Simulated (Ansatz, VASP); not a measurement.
# Cross-check of Si7Ge (random alloy of the diamond Si-Ge line, x = 0.125) between VASP and Ansatz

One calculation is typed for both programs; each brings its own data sets. How far apart do they land? Of the first pair: The structure shown is the start of the Ansatz relaxation below; VASP solves that cell, so the two are compared at the walk's first step.

Method: plane waves, with VASP 6.6.1 beside it; single point at PBE, in Ansatz 0.2.0.

## 1. Starting point

The cell holds 64 atoms: 56 Si and 8 Ge. Cell: a = 11.011 Å, b = 11.011 Å, c = 11.011 Å, α = 90.0°, β = 90.0°, γ = 90.0°. It derives from Si (diamond Si-Ge), repeated 2×2×2. Diamond Si-Ge: 64 atoms, 8 of 64 Si sites given to Ge at random, cell and internal coordinates interpolated linearly between the end members (Vegard's rule); (so at first; earlier steps may have moved the atoms), displaced by a Gaussian of 0.02 A. Lattice constants are starting values near those of PBE.

## 2. Ansatz: relaxation, PBE

Ansatz runs on its default PAW (the set named soft_2) files.

The two programs are compared at the cell with which this relaxation starts, whose forces are those of its first step.

Input file input.yaml:

```yaml
crystal:
  lattice:
    - [11.01075, 0.0, 0.0]
    - [0.0, 11.01075, 0.0]
    - [0.0, 0.0, 11.01075]
  atoms:
    - { symbol: Si, position: [0.00295, 0.99889, 0.99904] }
    - { symbol: Si, position: [0.12305, 0.12657, 0.12082] }
    - { symbol: Si, position: [0.00317, 0.24862, 0.25058] }
    - { symbol: Ge, position: [0.12455, 0.37766, 0.37126] }
    - { symbol: Si, position: [0.24941, 0.9993, 0.25206] }
    - { symbol: Ge, position: [0.373, 0.12469, 0.37341] }
    - { symbol: Si, position: [0.25008, 0.25106, 0.998] }
    - { symbol: Si, position: [0.37708, 0.37664, 0.12591] }
    - { symbol: Si, position: [0.00164, 0.99876, 0.49978] }
    - { symbol: Si, position: [0.1233, 0.12451, 0.62596] }
    - { symbol: Si, position: [0.99874, 0.24928, 0.74875] }
    - { symbol: Si, position: [0.12346, 0.37378, 0.87498] }
    - { symbol: Ge, position: [0.24797, 0.00043, 0.75301] }
    - { symbol: Si, position: [0.37635, 0.12465, 0.87339] }
    - { symbol: Si, position: [0.24864, 0.25307, 0.50009] }
    - { symbol: Si, position: [0.37384, 0.37535, 0.62881] }
    - { symbol: Si, position: [0.00022, 0.50112, 0.00055] }
    - { symbol: Si, position: [0.12436, 0.62292, 0.12437] }
    - { symbol: Si, position: [0.99962, 0.75107, 0.25152] }
    - { symbol: Si, position: [0.12669, 0.87552, 0.37661] }
    - { symbol: Si, position: [0.24863, 0.50228, 0.25093] }
    - { symbol: Si, position: [0.37446, 0.62589, 0.37486] }
    - { symbol: Ge, position: [0.25206, 0.75276, 0.00397] }
    - { symbol: Si, position: [0.37246, 0.87238, 0.12408] }
    - { symbol: Ge, position: [0.00029, 0.50159, 0.50057] }
    - { symbol: Si, position: [0.12133, 0.62444, 0.6265] }
    - { symbol: Si, position: [0.00042, 0.75138, 0.7496] }
    - { symbol: Si, position: [0.12464, 0.87534, 0.87574] }
    - { symbol: Si, position: [0.25036, 0.50022, 0.74878] }
    - { symbol: Ge, position: [0.37569, 0.62522, 0.87705] }
    - { symbol: Ge, position: [0.25218, 0.75034, 0.49932] }
    - { symbol: Si, position: [0.37384, 0.87577, 0.62514] }
    - { symbol: Si, position: [0.49938, 8.0e-05, 0.99887] }
    - { symbol: Ge, position: [0.62627, 0.12419, 0.12722] }
    - { symbol: Si, position: [0.50073, 0.25108, 0.24801] }
    - { symbol: Si, position: [0.62531, 0.37635, 0.37327] }
    - { symbol: Si, position: [0.74952, 6.0e-05, 0.24751] }
    - { symbol: Si, position: [0.87557, 0.12654, 0.37344] }
    - { symbol: Si, position: [0.75064, 0.24762, 0.99993] }
    - { symbol: Si, position: [0.87207, 0.37704, 0.12574] }
    - { symbol: Si, position: [0.49996, 0.99859, 0.50231] }
    - { symbol: Si, position: [0.62857, 0.12163, 0.62725] }
    - { symbol: Si, position: [0.50296, 0.25061, 0.74782] }
    - { symbol: Si, position: [0.62657, 0.37467, 0.8739] }
    - { symbol: Si, position: [0.74777, 0.001, 0.75144] }
    - { symbol: Si, position: [0.87387, 0.12595, 0.87292] }
    - { symbol: Si, position: [0.75146, 0.25008, 0.49966] }
    - { symbol: Si, position: [0.87482, 0.37658, 0.62636] }
    - { symbol: Si, position: [0.50096, 0.50025, 0.00014] }
    - { symbol: Si, position: [0.62612, 0.62542, 0.12624] }
    - { symbol: Si, position: [0.49944, 0.74558, 0.25189] }
    - { symbol: Si, position: [0.62897, 0.8758, 0.37482] }
    - { symbol: Si, position: [0.74975, 0.49978, 0.25003] }
    - { symbol: Si, position: [0.87296, 0.62406, 0.37319] }
    - { symbol: Si, position: [0.75045, 0.74946, 0.0009] }
    - { symbol: Si, position: [0.87468, 0.87679, 0.12539] }
    - { symbol: Si, position: [0.50398, 0.49656, 0.49882] }
    - { symbol: Si, position: [0.62664, 0.62959, 0.62455] }
    - { symbol: Si, position: [0.50008, 0.74959, 0.75242] }
    - { symbol: Si, position: [0.62448, 0.87624, 0.87442] }
    - { symbol: Si, position: [0.74769, 0.50057, 0.75091] }
    - { symbol: Si, position: [0.87735, 0.6248, 0.87388] }
    - { symbol: Si, position: [0.75102, 0.75044, 0.50051] }
    - { symbol: Si, position: [0.87487, 0.87711, 0.62567] }
kpoints:
  mp_grid: { grid: [2, 2, 2] }
hamiltonian:
  xc: pbe
scf:
  occupations: { method: fermi_dirac, width: 0.025 }
output:
  forces: true
relax:
  f_tol: 0.04
  max_steps: 150
  cell: {}
```

On the command line:

```sh
ansatz run input.yaml --threads 4 --pin off --max-ram 8192MiB --backend cpu --events-out ev --progress --plain --runs-dir out
```

Numbers of over 12 decimals in the logs are rounded to 6 here.

Output:

```text
Engine: ansatz 0.2.0, aarch64-unknown-linux-gnu
Pseudopotentials: kind: paw
Pseudopotential: Si, paw, valence charge 4, recommended cutoff 420 eV (normal), Si.paw.azcp
Pseudopotential: Ge, paw, valence charge 14, recommended cutoff 420 eV (normal), Ge.paw.azcp
Functional definition: PBE
  parameter kappa = 0.804
  parameter beta = 0.066725
  exchange = pbe_x(kappa = kappa, mu = beta*pi^2/3)
  correlation = pbe_c(beta = beta)
Crystal: 64 atoms, lattice volume = 1334.906 Å³
Basis set: ecut = 420 eV, 26001 PW (Γ), exchange–correlation on 150×150×150 points (8 copies of the dense FFT grid, shifted against one another)
Bands: 232, of which v1, the nominal top of the filled ones, is band 168 counted from 1 (167 counted from 0)
Symmetry: 1 space group operations
Space group: P1 (ITA 1), of the structure as read, at distance tolerance 1.1e-4 Å
k-points: 8
Non-local potential: Si, projectors of the file, l = 0: 2, l = 1: 2, l = 2: 2
Non-local potential: Ge, projectors of the file, l = 0: 2, l = 1: 2, l = 2: 3, l = 3: 1
PAW form: soft (Blöchl's): semilocal exchange-correlation on the pseudo side does not see the compensation charge
PAW one-centre angular grid: Si, 110 points (default); XC on 64 Gauss nodes
PAW one-centre angular grid: Ge, 590 points (default); XC on 64 Gauss nodes
Initial density: superposition of atomic densities (neutral atoms: chi_scale 0, normalization atom), corrected by the library's trained network
Initial wavefunctions: pseudopotential atomic-orbital guess
Functional: x = pbe(κ = 0.804, μ = 0.219515), c = pbe(β = 0.066725)
SCF iter   1: F=—  HF=-69963.919621 eV  |F-HF|=—  |Δ(HF+E_count)|=         —  Δρ=1.27e-3  dr2=2.78e-2  ethr=1.77e-3  ⟨swp⟩=6.4  Hψ=8389  notcnv=0  defer=175
preconditioner: auto → Resta (q_TF=auto, 2.168 Å⁻¹)  ε∞=5.3  [insulator: Δε(μ)=0.569 eV  Ē_g=7.836 eV  σ=0.025 eV  W_gap=1.00  n_scr=250 (ndim 8)  ℏωp=16.3 eV  f_vac=0.000  D(μ)=0.00/eV (n_scr^D=0)  ε∞_Penn≈5.3]
SCF iter   2: F=—  HF=-69963.918789 eV  |F-HF|=—  |Δ(HF+E_count)|=   8.33e-4  Δρ=7.14e-4  dr2=5.94e-3  ethr=8.27e-6  ⟨swp⟩=2.0  Hψ=3485  notcnv=0  defer=351
SCF iter   3: F=—  HF=-69963.919940 eV  |F-HF|=—  |Δ(HF+E_count)|=   1.15e-3  Δρ=2.82e-4  dr2=9.69e-4  ethr=1.77e-6  ⟨swp⟩=2.0  Hψ=2761  notcnv=0  defer=351
SCF iter   4: F=—  HF=-69963.919619 eV  |F-HF|=—  |Δ(HF+E_count)|=   3.21e-4  Δρ=1.00e-4  dr2=1.61e-4  ethr=2.88e-7  ⟨swp⟩=2.9  Hψ=2666  notcnv=0  defer=351
SCF iter   5: F=—  HF=-69963.919655 eV  |F-HF|=—  |Δ(HF+E_count)|=   3.59e-5  Δρ=2.14e-5  dr2=8.32e-6  ethr=4.80e-8  ⟨swp⟩=2.0  Hψ=2747  notcnv=0  defer=351
SCF iter   6: F=—  HF=-69963.918891 eV  |F-HF|=—  |Δ(HF+E_count)|=   7.64e-4  Δρ=6.37e-6  dr2=7.76e-7  ethr=2.48e-9  ⟨swp⟩=2.0  Hψ=2761  notcnv=0  defer=351
SCF iter   7: F=-69963.918892 eV  HF=-69963.918892 eV  |F-HF|=4.27e-8  |Δ(HF+E_count)|=   1.12e-6  Δρ=1.67e-6  dr2=6.80e-8  ethr=2.98e-11  ⟨swp⟩=4.1  Hψ=5603  notcnv=0
SCF 1 converged in 7 iterations: F = -69963.918892 eV  dr2 = 6.80e-8
  greatest PAW one-centre occupation: 0.998 electrons in one spin orbital (limit 2), on the Ge atom at site 22 (counted from 0), in its partial waves of l = 2
relax step   1: F+E_penalty+E_count = -69963.91889220 eV  Δ(F+E_penalty+E_count) = +0.000e0 eV  max|allowed force component| = 1.024e0 eV/Å  Δτ_max = 0.0000 Å  P = -0.081 GPa  Ω = 1334.906 Å³  (7 SCF iters, dr2 threshold 1.00e-7 eV, accepted)
Crystal: 64 atoms, lattice volume = 1331.595 Å³
Basis set: ecut = 420 eV, 25905 PW (Γ), exchange–correlation on 150×150×150 points (8 copies of the dense FFT grid, shifted against one another)
Initial density: handed on by an earlier stage of this run
Initial wavefunctions: those handed on with the density
iter 1 solved again at ethr=3.77e-5 eV; its pass at ethr=3.10e-3 eV (dr2=1.27e-1 eV) is discarded
SCF iter   1: F=—  HF=-69964.602657 eV  |F-HF|=—  |Δ(HF+E_count)|=         —  Δρ=3.21e-3  dr2=1.28e-1  ethr=3.77e-5  ⟨swp⟩=8.1  Hψ=9010  notcnv=0  defer=15
preconditioner: auto → Resta (q_TF=auto, 2.169 Å⁻¹)  ε∞=5.3  [insulator: Δε(μ)=0.593 eV  Ē_g=7.835 eV  σ=0.025 eV  W_gap=1.00  n_scr=250 (ndim 8)  ℏωp=16.3 eV  f_vac=0.000  D(μ)=0.00/eV (n_scr^D=0)  ε∞_Penn≈5.3]
SCF iter   2: F=—  HF=-69964.587807 eV  |F-HF|=—  |Δ(HF+E_count)|=   1.48e-2  Δρ=1.75e-3  dr2=3.19e-2  ethr=3.77e-5  ⟨swp⟩=1.0  Hψ=2031  notcnv=0  defer=44
SCF iter   3: F=—  HF=-69964.585743 eV  |F-HF|=—  |Δ(HF+E_count)|=   2.06e-3  Δρ=2.63e-4  dr2=8.98e-4  ethr=9.49e-6  ⟨swp⟩=2.5  Hψ=2553  notcnv=0  defer=44
SCF iter   4: F=—  HF=-69964.585085 eV  |F-HF|=—  |Δ(HF+E_count)|=   6.58e-4  Δρ=9.22e-5  dr2=1.34e-4  ethr=2.67e-7  ⟨swp⟩=2.0  Hψ=2944  notcnv=0  defer=44
SCF iter   5: F=—  HF=-69964.585011 eV  |F-HF|=—  |Δ(HF+E_count)|=   7.42e-5  Δρ=3.08e-5  dr2=1.77e-5  ethr=3.98e-8  ⟨swp⟩=2.0  Hψ=2944  notcnv=0  defer=44
[...]
atom  12  Si     0.00248339     0.00726640     0.00122946
  atom  13  Ge    -0.00057952     0.00296928    -0.00186184
  atom  14  Si    -0.00247640    -0.00016601     0.00324518
  atom  15  Si     0.00543354    -0.00416369     0.00791318
  atom  16  Si    -0.00491975     0.00227555    -0.00276246
  atom  17  Si    -0.00038732     0.00014498    -0.00147065
  atom  18  Si     0.00037294    -0.00397661     0.00362132
  atom  19  Si     0.00630421     0.00062991     0.00062663
  atom  20  Si    -0.00087895     0.00316701     0.00098215
  atom  21  Si     0.00111972     0.00607673    -0.00555768
  atom  22  Si     0.00284675    -0.00184615     0.00212910
  atom  23  Ge    -0.00113031     0.00320119     0.00312835
  atom  24  Si     0.00251508     0.00059593     0.00333143
  atom  25  Ge    -0.00025829     0.00491554    -0.00270114
  atom  26  Si     0.00689282     0.00109500     0.00896934
  atom  27  Si     0.00097553    -0.00141121    -0.00215766
  atom  28  Si    -0.00151360    -0.00193809    -0.00566522
  atom  29  Si    -0.00170463    -0.00268191    -0.00358459
  atom  30  Ge    -0.00511193    -0.00652014    -0.00088417
  atom  31  Ge    -0.00855394    -0.00278034    -0.00587047
  atom  32  Si     0.00228916    -0.00078125    -0.00205635
  atom  33  Si    -0.00423038    -0.00180698    -0.00250288
  atom  34  Ge    -0.00264183    -0.00581856    -0.00314835
  atom  35  Si    -0.00147060     0.00493716     0.00158441
[...]
atom  57  Si    -0.00289098     0.00401348     0.00049724
  atom  58  Si    -0.00251416    -0.00116992     0.00015878
  atom  59  Si    -0.00109036     0.00324736     0.00058888
  atom  60  Si    -0.00099120    -0.00100867     0.00493805
  atom  61  Si    -0.00277029     0.00293506     0.00060016
  atom  62  Si     0.00424984     0.00199134     0.00147782
  atom  63  Si     0.00096429     0.00006205     0.00290805
  atom  64  Si    -0.00006195    -0.00413714     0.00122956
  max |Σ_I F_I| component: 3.12e-7 eV/Å
--- Stress (GPa, compression-positive) ---
       -0.007396       0.006881      -0.005192
        0.006881       0.000243       0.013598
       -0.005192       0.013598      -0.001864
  P = ⅓ Tr σ = -0.0030 GPa (-0.030 kbar)
--- Relaxed structure (3 steps of the walk, 3 accepted, 1 SCFs on fresh bases) ---
  F+E_penalty+E_count = -69964.61895869 eV   max|allowed force component| = 1.009e-2 eV/Å   (the final SCF, on the basis selected at the relaxed cell)
  cell:  # Å, volume = 1332.1057 Å³
    - [11.003842, 0.000158878, 0.00063154]
    - [0.000158878, 11.002427, -0.00143423]
    - [0.00063154, -0.00143423, 11.002867]
  atoms:
    - { symbol: Si, position: [-0.00173581, 1.000747, 1.000009] }
    - { symbol: Si, position: [0.124530, 0.124626, 0.123249] }
    - { symbol: Si, position: [-0.00200803, 0.247465, 0.247312] }
    - { symbol: Ge, position: [0.126642, 0.373580, 0.372872] }
    - { symbol: Si, position: [0.247961, 0.999591, 0.248295] }
    - { symbol: Ge, position: [0.375348, 0.124704, 0.376036] }
    - { symbol: Si, position: [0.250245, 0.250792, 1.000580] }
    - { symbol: Si, position: [0.375646, 0.375895, 0.124232] }
    - { symbol: Si, position: [-0.000698221, 1.000825, 0.499649] }
    - { symbol: Si, position: [0.122424, 0.127105, 0.623812] }
    - { symbol: Si, position: [0.999146, 0.250060, 0.750555] }
    - { symbol: Si, position: [0.124582, 0.374335, 0.875358] }
    - { symbol: Ge, position: [0.249938, 0.00113178, 0.750174] }
    - { symbol: Si, position: [0.376732, 0.127576, 0.876989] }
    - { symbol: Si, position: [0.250232, 0.250048, 0.503710] }
    - { symbol: Si, position: [0.375576, 0.374960, 0.625475] }
    - { symbol: Si, position: [-0.000107217, 0.499841, 0.000153772] }
    - { symbol: Si, position: [0.122505, 0.623383, 0.127413] }
    - { symbol: Si, position: [0.998639, 0.750212, 0.249863] }
    - { symbol: Si, position: [0.122578, 0.876688, 0.373020] }
    - { symbol: Si, position: [0.252562, 0.501567, 0.247474] }
    - { symbol: Si, position: [0.377879, 0.623503, 0.372663] }
    - { symbol: Ge, position: [0.247654, 0.751595, 0.00221597] }
    - { symbol: Si, position: [0.376570, 0.876884, 0.127120] }
    - { symbol: Ge, position: [-0.00332848, 0.502041, 0.502074] }
    - { symbol: Si, position: [0.124567, 0.625824, 0.629226] }
    - { symbol: Si, position: [-0.00163369, 0.750533, 0.751024] }
    - { symbol: Si, position: [0.120336, 0.876089, 0.875378] }
    - { symbol: Si, position: [0.248483, 0.497404, 0.748956] }
    - { symbol: Ge, position: [0.377740, 0.623219, 0.873075] }
    - { symbol: Ge, position: [0.250959, 0.750268, 0.499573] }
[...]
- { symbol: Ge, position: [0.626335, 0.125727, 0.124874] }
[...]
- { symbol: Si, position: [0.500640, 0.499909, 0.500188] }
    - { symbol: Si, position: [0.626391, 0.624900, 0.624039] }
    - { symbol: Si, position: [0.504222, 0.751248, 0.747855] }
    - { symbol: Si, position: [0.626131, 0.875277, 0.874807] }
    - { symbol: Si, position: [0.749285, 0.500484, 0.750659] }
    - { symbol: Si, position: [0.874557, 0.624882, 0.875493] }
    - { symbol: Si, position: [0.750004, 0.750555, 0.500037] }
    - { symbol: Si, position: [0.874921, 0.875377, 0.624795] }
```

(Part 1 of 3 ends here.)

[Lines on the potential files, build, host, timing and source positions are cut from VASP's logs without a mark.]

[Logs are printed without paths, hosts, clocks, repeated set-up lines and the standing remarks that a program may print on its own settings, such as how far it seeks lower states.]

[Hosts, paths, dates, database ids (printed as entryN), source tags and the programs' standing remarks are cut or masked in the printed files.]
